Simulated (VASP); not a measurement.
Cl, 4 atoms in the cell. The structure is orthorhombic, space group Cmce (No. 64). Conventional cell: a = 6.290 Å, b = 4.500 Å, c = 8.210 Å, α = 90.00°, β = 90.00°, γ = 90.00°. Cl (site symmetry m) has 1 Cl at 2.02 Å as nearest neighbours. 

```yaml
Program: VASP 6.6.1
Task: band structure
Functional: r2SCAN-EpsX
Potentials_or_basis: VASP PAW PBE potentials, release 64 (Cl)
Cutoff: 520 eV
k_mesh: 6 × 6 × 2
Occupations: gaussian, width 0.02 eV
Spin: no spin polarisation
Ladder: gaps
Grid_for_exact_exchange_PRECFOCK: Fast
Exchange_at_q_=_0: truncated
Share_of_exact_exchange: 0.3208
Further_INCAR_settings: ALGO = Normal; EDIFF = 1e-06; NBANDS = 22
```

Potentials or basis: VASP PAW PBE potentials, release 64 (Cl).

Launch:

```sh
$ cat potpaw_PBE.64/Cl/POTCAR > POTCAR
$ cp INCAR.step1 INCAR
$ cp KPOINTS.step1 KPOINTS
$ mpirun -np 4 vasp_std > vasp.out
$ cp INCAR.step2 INCAR
$ cp KPOINTS.step2 KPOINTS
$ mpirun -np 4 vasp_std > vasp.out
$ cp INCAR.step3 INCAR
$ cp KPOINTS.step3 KPOINTS
$ mpirun -np 4 vasp_std > vasp.out
```

Hardware: 4 MPI ranks on Intel(R) Xeon(R) Platinum 8488C (Sapphire Rapids), on a shared host.

**Question.** How long does it take, and how much memory?

**Answer.** It took 32 min on 4 MPI ranks on Intel(R) Xeon(R) Platinum 8488C (Sapphire Rapids) (shared host), peak memory 0.47 GiB a rank. Counts: scf iterations 64, k points 26.
